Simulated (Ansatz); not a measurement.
Crystal: MoP.

```
Mo P
1.0
     3.22300    0.00000    0.00000
    -1.61150    2.79120    0.00000
     0.00000    0.00000    3.19100
Mo P
1 1
Direct
  0.00000 0.00000 0.00000
  0.33333 0.66667 0.50000
```

Program: Ansatz 0.2.0. Alike in all runs: potentials or basis Ansatz PAW; cell as given.

Problem. Order these runs on this cell by their pressure, lowest first.
A. level PBEsol; spin off; k mesh 10 × 10 × 8; cutoff (eV) 420; smearing fermi-dirac 0.05 eV; points for each segment of the path 14
B. level r2SCAN; spin SOC, no magnetisation; k mesh 7 × 7 × 6; cutoff (eV) 500; smearing fermi-dirac 0.05 eV; points for each segment of the path 14
C. level PBE; spin off; k mesh 10 × 10 × 8; cutoff (eV) 420; smearing gaussian 0.028 eV
D. level LDA; spin SOC, no magnetisation; k mesh 7 × 7 × 6; cutoff (eV) 420; smearing fermi-dirac 0.05 eV; points for each segment of the path 14

Solution. D (-7.3 GPa), A (-3.8 GPa), B (0.7 GPa), C (2.5 GPa).

Caveats: the PAW data sets come from PBE, with cores solved anew for the run's functional, which leaves a small shift of forces and pressure (some runs).
